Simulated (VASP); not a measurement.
# CdSe (Cadmoselite) (P6_3mc) in VASP: a series of runs

One crystal, CdSe (Cadmoselite), is run at these levels: PBE; tasks: single point.

Program: VASP 6.6.1. These are calculated values, not measurements. Logs are shortened: lines on timing, memory, paths and dates and some standing lists are left out, and cuts for length are marked.

## Step 1: The structure

It takes space group P6_3mc (No. 186, hexagonal). The conventional cell has a = 4.300 Å, b = 4.300 Å, c = 7.020 Å, α = 90.00°, β = 90.00°, γ = 120.00°. Around Cd (site symmetry 3m) lie 4 Se at 2.61 to 2.70 Å. Se (site symmetry 3m) is surrounded by 4 Cd at 2.61 to 2.70 Å.

## Step 2: Single point, PBE, spin-orbit coupling, no magnetisation

Input file INCAR:

```
  PREC = Accurate
  ENCUT = 350
  EDIFF = 1E-7
  ISMEAR = 0
  SIGMA = 0.2
  LREAL = F
  LASPH = T
  NELM = 100
  ALGO = Normal
  ISIF = 2
  LWAVE = F
  LCHARG = F
  MAGMOM = 0 0 0 0 0 0 0 0 0 0 0 0
  LORBIT = 11
  LSORBIT = T
  GGA_COMPAT = F
  GGA = PE
  NBANDS = 52
```

Input file KPOINTS:

```
regular mesh
0
Gamma
  6 6 4
```

Input file POSCAR:

```
CdSe
1.0
    4.3000000000      0.0000000000      0.0000000000
   -2.1500000000      3.7239092363      0.0000000000
    0.0000000000      0.0000000000      7.0200000000
Cd Se
2 2
Direct
    0.6666666667      0.3333333333      0.5000000000
    0.3333333333      0.6666666667      0.0000000000
    0.6666666667      0.3333333333      0.8850000000
    0.3333333333      0.6666666667      0.3850000000
```

Potentials or basis: VASP PAW PBE potentials, release 64 (Cd, Se).

Command:

```console
$ cat potpaw_PBE.64/Cd/POTCAR potpaw_PBE.64/Se/POTCAR > POTCAR
$ mpirun -np 1 vasp_ncl > vasp.out
```

OUTCAR:

```text
PREC = Accurate
   ENCUT = 350
   EDIFF = 1E-7
   ISMEAR = 0
   LREAL = F
   LASPH = T
   NELM = 100
   ISIF = 2
   LORBIT = 11
   LSORBIT = T
   GGA = PE

 Found     28 irreducible k-points:

 Following reciprocal coordinates:
            Coordinates               Weight
  0.000000  0.000000  0.000000      1.000000
  0.166667 -0.000000  0.000000      6.000000
  0.333333 -0.000000  0.000000      6.000000
  0.500000 -0.000000  0.000000      3.000000
  0.166667  0.166667  0.000000      6.000000
  0.333333  0.166667  0.000000     12.000000
   k-points           NKPTS =     28   k-points in BZ     NKDIM =     28   number of bands    NBANDS=     52
   number of dos      NEDOS =    301   number of ions     NIONS =      4
   total plane-waves  NPLWV =  37632
   dimension x,y,z NGX =    28 NGY =   28 NGZ =   48
   dimension x,y,z NGXF=    56 NGYF=   56 NGZF=   96
   ions per type =               2   2
   NGX,Y,Z   is equivalent  to a cutoff of  10.83, 10.83, 11.37 a.u.
   NGXF,Y,Z  is equivalent  to a cutoff of  21.65, 21.65, 22.73 a.u.
 SYSTEM =  unknown system
   PREC   = accura    normal or accurate (medium, high low for compatibility)
   ISTART =      0    job   : 0-new  1-cont  2-samecut
   ICHARG =      2    charge: 1-file 2-atom 10-const
   ISPIN  =      1    spin polarized calculation?
   LNONCOLLINEAR =      T non collinear calculations
   LSORBIT =      T    spin-orbit coupling
   LASPH  =      T    aspherical Exc in radial PAW
   ENCUT  =  350.0 eV  25.72 Ry    5.07 a.u.   6.56  6.56 10.71*2*pi/ulx,y,z
   NELM   =    100;   NELMIN=  2; NELMDL= -5     # of ELM steps
   EDIFF  = 0.1E-06   stopping-criterion for ELM
   LREAL  =      F    real-space projection
   EDIFFG = 0.1E-05   stopping-criterion for IOM
   NSW    =      0    number of steps for IOM
   IBRION =     -1    ionic relax: 0-MD 1-quasi-New 2-CG
   NFREE  =      0    steps in history (QN), initial steepest desc. (CG)
   ISIF   =      2    stress and relaxation
   ISYM   =      2    0-nonsym 1-usesym 2-fastsym
   POTIM  = 0.5000    time-step for ionic-motion
   TEBEG  =    0.0;   TEEND  =   0.0 temperature during run
   PSTRESS=    0.0 pullay stress
   NELECT =      36.0000    total number of electrons
   NUPDOWN=      -1.0000    fix difference up-down
   EMIN   =  10.00;   EMAX   =-10.00  energy-range for DOS
   EFERMI =   0.00;   METHOD = LEGACY
   ISMEAR =     0;   SIGMA  =   0.20  broadening in eV -4-tet -1-fermi 0-gaus
   EFERMI_NEDOS =   21; number of points for ismear=-14 and -15
   IALGO  =     38    algorithm
   IMIX   =      4    mixing-type and parameters
     AMIX     =   0.40;   BMIX     =  1.00
     AMIX_MAG =   1.60;   BMIX_MAG =  1.00
  volume/ion in A,a.u.               =      28.10       189.64
  Fermi-wavevector in a.u.,A,eV,Ry     =   1.120059  2.116604 17.068937  1.254531
  Thomas-Fermi vector in A             =   2.256702
   LORBIT       =     11    0 simple, 1 ext, 2 COOP (PROOUT), +10 PAW based schemes
   GGA     = PE    functional components
   LHFCALC =     F    Hartree Fock is set to
   AEXX    =    0.0000 exact exchange contribution
   IVDW    =     0    specifies the selected vdW correction
   LEPSILON=     F    determine dielectric tensor
   LRPA    =     F    only Hartree local field effects (RPA)
 Gauss-broadening in eV      SIGMA  =   0.20
  energy-cutoff  :      350.00
  volume of cell :      112.41
 maximum number of plane-waves:      3426
 NGX is ok and might be reduce to    28
   NGX = 13   NGY = 13   NGZ = 21

 number of electron      35.9999993 magnetization      -0.0000000      0.0000000     -0.0000000

 number of electron      35.9999993 magnetization       0.0000000      0.0000000     -0.0000000

 number of electron      35.9999993 magnetization       0.0000000      0.0000000      0.0000000

 Free energy of the ion-electron system (eV)
  ---------------------------------------------------
  ext. energy  EPLUGINS =         0.00000000
  ---------------------------------------------------
  free energy    TOTEN  =       -10.98973172 eV

  energy without entropy =      -10.98945051  energy(sigma->0) =      -10.98959112

 E-fermi :   1.3698     XC(G=0):  -8.8823

 val. band max:        1.0558389149   @ k =   0.0000   0.0000   0.0000
 cond. band min:       1.6381085230   @ k =   0.0000   0.0000   0.0000
 fundamental gap:      0.5822696081
 Fermi energy:         1.3697883858

 k-point     1 :       0.0000    0.0000    0.0000
  band No.  band energies     occupation
      1     -11.6567      1.00000
      2     -11.6567      1.00000
      3     -11.2911      1.00000
      4     -11.2911      1.00000
      5      -7.2926      1.00000
      6      -7.2926      1.00000
[... 295 lines left out ...]
     47       8.4159      0.00000
     48       8.4778      0.00000

 [... further k-points ...]

 [bands above 48 left out]

------------------------ aborting loop because EDIFF is reached ----------------------------------------

  FORCE on cell =-STRESS in cart. coord.  units (eV):
  Direction    XX          YY          ZZ          XY          YZ          ZX
  --------------------------------------------------------------------------------------
  -------------------------------------------------------------------------------------
  Total        2.5642079      2.5642079      1.0819844      0.0000000      0.0000000      0.0000000
  in kB       36.5476250     36.5476250     15.4215112      0.0000000      0.0000000      0.0000000
  external PRESSURE =      29.5055871 kB  Pullay stress =       0.0000000 kB

 VOLUME and BASIS-vectors are now :
 -----------------------------------------------------------------------------
  energy-cutoff  :      350.00
  volume of cell :      112.41
      direct lattice vectors                 reciprocal lattice vectors
     4.300000000  0.000000000  0.000000000     0.232558140  0.134267504  0.000000000
    -2.150000000  3.723909236  0.000000000     0.000000000  0.268535009  0.000000000
     0.000000000  0.000000000  7.020000000     0.000000000  0.000000000  0.142450142

 POSITION                                       TOTAL-FORCE (eV/Angst)
 -----------------------------------------------------------------------------------
      2.15000      1.24130      3.51000         0.000000      0.000000      0.291971
     -0.00000      2.48261      0.00000        -0.000000     -0.000000      0.291971
      2.15000      1.24130      6.21270         0.000000      0.000000     -0.291971
     -0.00000      2.48261      2.70270        -0.000000     -0.000000     -0.291971
 -----------------------------------------------------------------------------------
    total drift:                               -0.000000      0.000000      0.000123

  FREE ENERGIE OF THE ION-ELECTRON SYSTEM (eV)
  ---------------------------------------------------
  free  energy   TOTEN  =       -10.9897317222 eV

  energy  without entropy=      -10.9894505140  energy(sigma->0) =      -10.98959112

 Spin-Orbit-Coupling matrix elements

 Ion:    1  E_soc:     -0.0580182
 l=   1
     0.0000000    -0.0026815    -0.0028618
    -0.0026815     0.0000000    -0.0026815
    -0.0028618    -0.0026815     0.0000000
 l=   2
     0.0000000    -0.0013818     0.0000000    -0.0013818    -0.0055749
    -0.0013818     0.0000000    -0.0041577    -0.0013669    -0.0013818
     0.0000000    -0.0041577     0.0000000    -0.0041577     0.0000000
    -0.0013818    -0.0013669    -0.0041577     0.0000000    -0.0013818
    -0.0055749    -0.0013818     0.0000000    -0.0013818     0.0000000
 l=   3
     0.0000000     0.0000000     0.0000000     0.0000000     0.0000000     0.0000000     0.0000000
     0.0000000     0.0000000     0.0000000     0.0000000     0.0000000     0.0000000     0.0000000
     0.0000000     0.0000000     0.0000000     0.0000000     0.0000000     0.0000000     0.0000000
     0.0000000     0.0000000     0.0000000     0.0000000     0.0000000     0.0000000     0.0000000
     0.0000000     0.0000000     0.0000000     0.0000000     0.0000000     0.0000000     0.0000000
     0.0000000     0.0000000     0.0000000     0.0000000     0.0000000     0.0000000     0.0000000
     0.0000000     0.0000000     0.0000000     0.0000000     0.0000000     0.0000000     0.0000000

 Ion:    2  E_soc:     -0.0580182
 l=   1
     0.0000000    -0.0026815    -0.0028618
    -0.0026815     0.0000000    -0.0026815
    -0.0028618    -0.0026815     0.0000000
 l=   2
     0.0000000    -0.0013818     0.0000000    -0.0013818    -0.0055749
    -0.0013818     0.0000000    -0.0041577    -0.0013669    -0.0013818
     0.0000000    -0.0041577     0.0000000    -0.0041577     0.0000000
    -0.0013818    -0.0013669    -0.0041577     0.0000000    -0.0013818
    -0.0055749    -0.0013818     0.0000000    -0.0013818     0.0000000
 l=   3
     0.0000000     0.0000000     0.0000000     0.0000000     0.0000000     0.0000000     0.0000000
     0.0000000     0.0000000     0.0000000     0.0000000     0.0000000     0.0000000     0.0000000
     0.0000000     0.0000000     0.0000000     0.0000000     0.0000000     0.0000000     0.0000000
     0.0000000     0.0000000     0.0000000     0.0000000     0.0000000     0.0000000     0.0000000
     0.0000000     0.0000000     0.0000000     0.0000000     0.0000000     0.0000000     0.0000000
     0.0000000     0.0000000     0.0000000     0.0000000     0.0000000     0.0000000     0.0000000
     0.0000000     0.0000000     0.0000000     0.0000000     0.0000000     0.0000000     0.0000000
[... 21 lines left out ...]
 Ion:    4  E_soc:     -0.0391840
 l=   1
     0.0000000    -0.0065380    -0.0064938
    -0.0065380     0.0000000    -0.0065380
    -0.0064938    -0.0065380     0.0000000
 l=   2
     0.0000000    -0.0000010     0.0000000    -0.0000010    -0.0000079
    -0.0000010     0.0000000    -0.0000051    -0.0000001    -0.0000010
     0.0000000    -0.0000051     0.0000000    -0.0000051     0.0000000
    -0.0000010    -0.0000001    -0.0000051     0.0000000    -0.0000010
    -0.0000079    -0.0000010     0.0000000    -0.0000010     0.0000000
 l=   3
     0.0000000     0.0000000     0.0000000     0.0000000     0.0000000     0.0000000     0.0000000
     0.0000000     0.0000000     0.0000000     0.0000000     0.0000000     0.0000000     0.0000000
     0.0000000     0.0000000     0.0000000     0.0000000     0.0000000     0.0000000     0.0000000
     0.0000000     0.0000000     0.0000000     0.0000000     0.0000000     0.0000000     0.0000000
     0.0000000     0.0000000     0.0000000     0.0000000     0.0000000     0.0000000     0.0000000
     0.0000000     0.0000000     0.0000000     0.0000000     0.0000000     0.0000000     0.0000000
     0.0000000     0.0000000     0.0000000     0.0000000     0.0000000     0.0000000     0.0000000

 total charge

# of ion       s       p       d       tot
------------------------------------------
    1        0.445   0.317   9.539  10.302
    2        0.445   0.317   9.539  10.302
    3        1.443   2.399   0.023   3.865
    4        1.443   2.399   0.023   3.865
--------------------------------------------------
tot          3.778   5.432  19.124  28.334

 magnetization (x)

# of ion       s       p       d       tot
------------------------------------------
    1        0.000   0.000   0.000   0.000
    2       -0.000  -0.000   0.000  -0.000
    3        0.000   0.000  -0.000  -0.000
    4        0.000   0.000  -0.000  -0.000
--------------------------------------------------
tot          0.000   0.000   0.000   0.000

 magnetization (y)

# of ion       s       p       d       tot
------------------------------------------
    1        0.000   0.000   0.000   0.000
    2        0.000   0.000   0.000   0.000
    3        0.000   0.000  -0.000   0.000
    4       -0.000  -0.000   0.000  -0.000
--------------------------------------------------
tot          0.000  -0.000   0.000  -0.000

 magnetization (z)

# of ion       s       p       d       tot
------------------------------------------
    1        0.000  -0.000   0.000  -0.000
    2        0.000  -0.000  -0.000  -0.000
    3        0.000   0.000   0.000   0.000
    4        0.000   0.000   0.000   0.000
--------------------------------------------------
tot          0.000  -0.000   0.000  -0.000
```

Wall time 3.2 min (1 thread of Intel Xeon 6975P-C (Granite Rapids), shared host); peak memory 0.4 GiB.

These settings aren't checked as converged: the numbers below hold their error.

Results:

* Free energy: -10.9897 eV
* Pressure: 3.0 GPa
* Largest force: 0.292 eV/Å
* Valence electrons inside the program's atomic spheres: Cd 10.30; Se 3.87

## Step 3: Single point, PBE, spin-orbit coupling, no magnetisation

INCAR, as its differences from that of step 2:

```diff
@@ -1,6 +1,6 @@
   PREC = Accurate
-  ENCUT = 350
+  ENCUT = 600
   EDIFF = 1E-7
   ISMEAR = 0
-  SIGMA = 0.2
+  SIGMA = 0.02
   LREAL = F
```

Input file KPOINTS:

```
regular mesh
0
Gamma
  5 5 3
```

POSCAR is that of step 2.

Potentials or basis: VASP PAW PBE potentials, release 64 (Cd, Se).

Command:

```console
$ cat potpaw_PBE.64/Cd/POTCAR potpaw_PBE.64/Se/POTCAR > POTCAR
$ mpirun -np 1 vasp_ncl > vasp.out
```

OUTCAR:

```text
PREC = Accurate
   ENCUT = 600
   EDIFF = 1E-7
   ISMEAR = 0
   LREAL = F
   LASPH = T
   NELM = 100
   ISIF = 2
   LORBIT = 11
   LSORBIT = T
   GGA = PE

 Found     15 irreducible k-points:

 Following reciprocal coordinates:
            Coordinates               Weight
  0.000000  0.000000  0.000000      1.000000
  0.200000  0.000000  0.000000      6.000000
  0.400000  0.000000  0.000000      6.000000
  0.200000  0.200000  0.000000      6.000000
  0.400000  0.200000  0.000000      6.000000
  0.000000  0.000000  0.333333      1.000000
   k-points           NKPTS =     15   k-points in BZ     NKDIM =     15   number of bands    NBANDS=     52
   number of dos      NEDOS =    301   number of ions     NIONS =      4
   total plane-waves  NPLWV =  72576
   dimension x,y,z NGX =    36 NGY =   36 NGZ =   56
   dimension x,y,z NGXF=    72 NGYF=   72 NGZF=  112
   ions per type =               2   2
   NGX,Y,Z   is equivalent  to a cutoff of  13.92, 13.92, 13.26 a.u.
   NGXF,Y,Z  is equivalent  to a cutoff of  27.84, 27.84, 26.52 a.u.
 SYSTEM =  unknown system
   PREC   = accura    normal or accurate (medium, high low for compatibility)
   ISTART =      0    job   : 0-new  1-cont  2-samecut
[... 427 lines left out ...]
     0.0000000     0.0000000     0.0000000     0.0000000     0.0000000     0.0000000     0.0000000
     0.0000000     0.0000000     0.0000000     0.0000000     0.0000000     0.0000000     0.0000000
     0.0000000     0.0000000     0.0000000     0.0000000     0.0000000     0.0000000     0.0000000
     0.0000000     0.0000000     0.0000000     0.0000000     0.0000000     0.0000000     0.0000000
[... 49 lines left out ...]
 l=   2
     0.0000000    -0.0000010     0.0000000    -0.0000010    -0.0000080
    -0.0000010     0.0000000    -0.0000052    -0.0000001    -0.0000010
     0.0000000    -0.0000052     0.0000000    -0.0000052     0.0000000
    -0.0000010    -0.0000001    -0.0000052     0.0000000    -0.0000010
    -0.0000080    -0.0000010     0.0000000    -0.0000010     0.0000000
 l=   3
     0.0000000     0.0000000     0.0000000     0.0000000     0.0000000     0.0000000     0.0000000
     0.0000000     0.0000000     0.0000000     0.0000000     0.0000000     0.0000000     0.0000000
     0.0000000     0.0000000     0.0000000     0.0000000     0.0000000     0.0000000     0.0000000
     0.0000000     0.0000000     0.0000000     0.0000000     0.0000000     0.0000000     0.0000000
     0.0000000     0.0000000     0.0000000     0.0000000     0.0000000     0.0000000     0.0000000
     0.0000000     0.0000000     0.0000000     0.0000000     0.0000000     0.0000000     0.0000000
     0.0000000     0.0000000     0.0000000     0.0000000     0.0000000     0.0000000     0.0000000

 total charge

# of ion       s       p       d       tot
------------------------------------------
    1        0.444   0.317   9.557  10.317
    2        0.444   0.317   9.557  10.317
    3        1.442   2.402   0.022   3.867
    4        1.442   2.402   0.022   3.867
--------------------------------------------------
tot          3.772   5.438  19.158  28.368

 magnetization (x)

# of ion       s       p       d       tot
------------------------------------------
    1       -0.000   0.000   0.000  -0.000
    2        0.000  -0.000   0.000   0.000
    3        0.000   0.000   0.000   0.000
    4        0.000   0.000  -0.000  -0.000
--------------------------------------------------
tot          0.000  -0.000   0.000  -0.000

 magnetization (y)

# of ion       s       p       d       tot
------------------------------------------
    1       -0.000   0.000   0.000  -0.000
    2        0.000   0.000   0.000   0.000
    3        0.000  -0.000   0.000  -0.000
    4       -0.000   0.000  -0.000  -0.000
--------------------------------------------------
tot         -0.000  -0.000  -0.000  -0.000

 magnetization (z)

# of ion       s       p       d       tot
------------------------------------------
    1        0.000   0.000   0.000   0.000
    2        0.000   0.000  -0.000   0.000
    3       -0.000   0.000   0.000   0.000
    4       -0.000   0.000   0.000   0.000
--------------------------------------------------
tot          0.000   0.000   0.000   0.000
```

OSZICAR:

```text
N       E                     dE             d eps       ncg     rms          rms(c)
DAV:   1     0.272083750655E+03    0.27208E+03   -0.18142E+04  1560   0.140E+03
DAV:   2     0.527581952559E+01   -0.26681E+03   -0.25546E+03  1728   0.336E+02
DAV:   3    -0.115525438067E+02   -0.16828E+02   -0.16701E+02  1840   0.827E+01
DAV:   4    -0.117442891911E+02   -0.19175E+00   -0.19147E+00  1700   0.824E+00
DAV:   5    -0.117455255091E+02   -0.12363E-02   -0.12363E-02  1724   0.636E-01    0.908E+00
DAV:   6    -0.110187553690E+02    0.72677E+00   -0.11493E+00  1832   0.111E+01    0.708E+00
DAV:   7    -0.109878759548E+02    0.30879E-01   -0.57477E-01  1648   0.394E+00    0.268E+00
DAV:   8    -0.109852839316E+02    0.25920E-02   -0.59434E-02  1628   0.246E+00    0.758E-01
DAV:   9    -0.109853418768E+02   -0.57945E-04   -0.39710E-03  1664   0.536E-01    0.249E-01
DAV:  10    -0.109856256279E+02   -0.28375E-03   -0.15879E-03  1648   0.391E-01    0.659E-02
DAV:  11    -0.109858077900E+02   -0.18216E-03   -0.55542E-04  1620   0.271E-01    0.678E-02
DAV:  12    -0.109858145883E+02   -0.67983E-05   -0.79805E-05  1680   0.678E-02    0.126E-02
DAV:  13    -0.109858101909E+02    0.43974E-05   -0.14941E-05  1668   0.275E-02    0.468E-03
DAV:  14    -0.109858111931E+02   -0.10022E-05   -0.40811E-06  1628   0.118E-02    0.347E-03
DAV:  15    -0.109858112811E+02   -0.87977E-07   -0.19465E-07  1516   0.424E-03
   1 F= -.10985811E+02 E0= -.10985811E+02  d E =-.476164E-18  mag=     0.0000    -0.0000    -0.0000
```

Wall time 4.5 min (1 thread of Intel Xeon 6975P-C (Granite Rapids), shared host); peak memory 0.59 GiB.

The run converged, but some of its settings lie outside the range that counts as converged, so its numbers aren't taken as properties of the crystal.

What came out:

```yaml
Free_energy: -10.9858 eV
Pressure: 3.3 GPa
Largest_force: 0.295 eV/Å
Valence_electrons_inside_the_program's_atomic_spheres: Cd 10.32; Se 3.87
```

## Step 4: The reference run

An earlier run on the cell as given: functional PBE; potentials or basis VASP PAW PBE potentials, release 64 (Cd, Se); cutoff 520 eV; k mesh 7 × 7 × 4; occupations fermi-dirac, width 0.05 eV; no spin polarisation.

* Pressure: 3.3 GPa
* Largest force: 0.291 eV/Å
* Band gap on the k mesh: 0.70 eV, direct
